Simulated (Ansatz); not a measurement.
# ZnO: straining the crystal, uniaxial strain along c

An exercise on one series of results from a longer session: the logs are not shown, and one member is left open.

Program: Ansatz 0.2.0. Level of theory: DFT PBE, scalar-relativistic, plane waves, PAW. These are calculated values, not measurements.

2 further runs of the same task are left out: 2 set aside as unsound or not needed.

## Starting point

The structure is hexagonal, space group P6_3mc (No. 186). The conventional cell has a = 3.279 Å, b = 3.279 Å, c = 5.293 Å, α = 90.00°, β = 90.00°, γ = 120.00°. Zn (site symmetry 3m) has 4 O at 2.00 to 2.01 Å as nearest neighbours. O (site symmetry 3m) is surrounded by 4 Zn at 2.00 to 2.01 Å.

As a file:

```cif
data_structure
_symmetry_space_group_name_H-M 'P 1'
_symmetry_Int_Tables_number 1
_cell_length_a 3.2794
_cell_length_b 3.2794
_cell_length_c 5.2932
_cell_angle_alpha 90.000
_cell_angle_beta 90.000
_cell_angle_gamma 120.000
_cell_volume 49.30
loop_
_atom_site_label
_atom_site_type_symbol
_atom_site_fract_x
_atom_site_fract_y
_atom_site_fract_z
_atom_site_occupancy
Zn1 Zn 0.66667 0.33333 0.50060 1
Zn2 Zn 0.33333 0.66667 0.00060 1
O1 O 0.66667 0.33333 0.87971 1
O2 O 0.33333 0.66667 0.37971 1
```

It goes back to an entry of the Materials Project.

This cell was relaxed beforehand with the same method: volume 12.32 Å³/atom, gap on the mesh 0.74 eV.

Set-up of the first run:

input.yaml reads:

```yaml
crystal:
  lattice:
    - [3.2793907594, 0.0, 0.0]
    - [-1.6396953797, 2.8400357065, 0.0]
    - [0.0, 0.0, 5.2932331648]
  atoms:
    - { symbol: Zn, position: [0.6666666667, 0.3333333333, 0.5006044108] }
    - { symbol: Zn, position: [0.3333333333, 0.6666666667, 0.0006044108] }
    - { symbol: O, position: [0.6666666667, 0.3333333333, 0.8797055892] }
    - { symbol: O, position: [0.3333333333, 0.6666666667, 0.3797055892] }
basis:
  ecutwfc: 420
kpoints:
  mp_grid: { grid: [12, 12, 6] }
hamiltonian:
  xc: pbe
scf:
  occupations: { method: gaussian, width: 0.02 }
output:
  forces: true
  stress: true
  eigenvalues: true
```

The run is started by

```sh
ansatz run input.yaml --threads 1 --pin off --max-ram 2560MiB --backend cpu --events-out ev --progress --plain --runs-dir out
```

Among the steps run: The unstrained reference; The gap over the whole zone; The cell strained by -2.0 %; Seeking the band edges at -2.0 %; The cell strained by +2.0 %; The gap over the whole zone at +2.0 %; Strain -4.0 %; Seeking the band edges at -4.0 %; At +4.0 %; The gap over the whole zone at +4.0 %; The cell strained by -6.0 %; The gap over the whole zone at -6.0 %; At +6.0 %; Seeking the band edges at +6.0 %.

One table of the session follows, with a row left open; its other results are not shown here.

Lengths are those of the vectors of the cell that was run; stresses in GPa:

| strain (%) | ΔE (meV/atom) | a (Å) | b (Å) | c (Å) |
| --- | --- | --- | --- | --- |
| -6.0 | 17.6 | 3.345 | 3.345 | 4.976 |
| -4.0 | 8.2 | 3.322 | 3.322 | 5.082 |
| -2.0 | 2.1 | 3.301 | 3.301 | 5.187 |
| +0.0 | 0.0 | 3.279 | 3.279 | 5.293 |
| +2.0 | 2.2 | 3.260 | 3.260 | 5.399 |
| +4.0 | ? | ? | ? | ? |
| +6.0 | 21.0 | 3.223 | 3.223 | 5.611 |

Q: Estimate the row for strain (%) = +4.0 from the others.

Worked estimate for «ΔE (meV/atom)». A straight line through the neighbours (2.0, 2.2) and (6.0, 21.0) gives 2.2 + (21.0 − 2.2) × (4.0 − 2.0) / (6.0 − 2.0) = 11.6; a parabola fitted to 3 rows on both sides gives 9.2.

The run gave: ΔE (meV/atom): 9.2; a (Å): 3.241; b (Å): 3.241; c (Å): 5.505. In «ΔE (meV/atom)» the line misses by +2.4 and the parabola by 0.0.

ΔE is over the unstrained cell. Stress in GPa, positive in compression, on the Cartesian axes of the input.

Caveats from the session: Warnings in the runs' records: symmetry narrowed by cell relaxation.
